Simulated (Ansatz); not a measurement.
Starting cell, SrF2 (fluorite):

```
CELL_PARAMETERS angstrom
      0.00000     5.79063     5.79063
      2.89532     2.89532     5.79063
      2.89532     2.89532     0.00000
ATOMIC_POSITIONS crystal
  Sr 0.00000 0.00000 0.00000
  Sr 0.50000 0.00000 0.00000
  F  0.00000 0.25000 0.25000
  F  0.50000 0.25000 0.25000
  F  0.00000 0.75000 0.75000
  F  0.50000 0.75000 0.75000
```

The atoms are displaced by Q × the pattern below (from a DFPT mode at X = (0.5, 0.5, 0.0), largest move 1; Q in Å), at fixed cell. (q is in reciprocal vectors of the primitive cell; the cell shown is doubled to hold the pattern.)

```
atom      x      y       z
----  -----  -----  ------
F3    0.000  0.000  -1.000
F4    0.000  0.000   1.000
F5    0.000  0.000   1.000
F6    0.000  0.000  -1.000
```

Atoms not listed stay in place.

Calculation: r2SCAN (plane waves to 500 eV, PAW, scalar-relativistic; Ansatz, a program for electronic structure). k mesh 10×10×10 (Γ-centred), Fermi-Dirac smearing 0.05 eV. Energies are smeared free energies. SrF2 was relaxed with its symmetry unable to fall. The zero of ΔE is the undisplaced structure.

Successive frames, forces in eV/Å:

```
frame         ΔE (meV/cell)               F on Sr1               F on Sr2                 F on F3                F on F4                F on F5                 F on F6
------------  -------------  ---------------------  ---------------------  ----------------------  ---------------------  ---------------------  ----------------------
Q = -0.280 Å           1471  (0.000, 0.000, 0.000)  (0.000, 0.000, 0.000)  (0.000, 0.000, -2.811)  (0.000, 0.000, 2.811)  (0.000, 0.000, 2.811)  (0.000, 0.000, -2.811)
Q = -0.233 Å           1000  (0.000, 0.000, 0.000)  (0.000, 0.000, 0.000)  (0.000, 0.000, -2.241)  (0.000, 0.000, 2.241)  (0.000, 0.000, 2.241)  (0.000, 0.000, -2.241)
Q = -0.187 Å            630  (0.000, 0.000, 0.000)  (0.000, 0.000, 0.000)  (0.000, 0.000, -1.734)  (0.000, 0.000, 1.734)  (0.000, 0.000, 1.734)  (0.000, 0.000, -1.734)
Q = -0.140 Å            350  (0.000, 0.000, 0.000)  (0.000, 0.000, 0.000)  (0.000, 0.000, -1.270)  (0.000, 0.000, 1.270)  (0.000, 0.000, 1.270)  (0.000, 0.000, -1.270)
```

Task: What are the energy and the forces in the next frame, Q = -0.093 Å?

Result: ΔE (meV/cell) = 155.

```
atom     Fx     Fy      Fz
----  -----  -----  ------
Sr1   0.000  0.000   0.000
Sr2   0.000  0.000   0.000
F3    0.000  0.000  -0.833
F4    0.000  0.000   0.833
F5    0.000  0.000   0.833
F6    0.000  0.000  -0.833
```

(For displaced atoms, the force is minus the slope of the energy, and its curvature is a force constant, which sets phonon frequencies.)
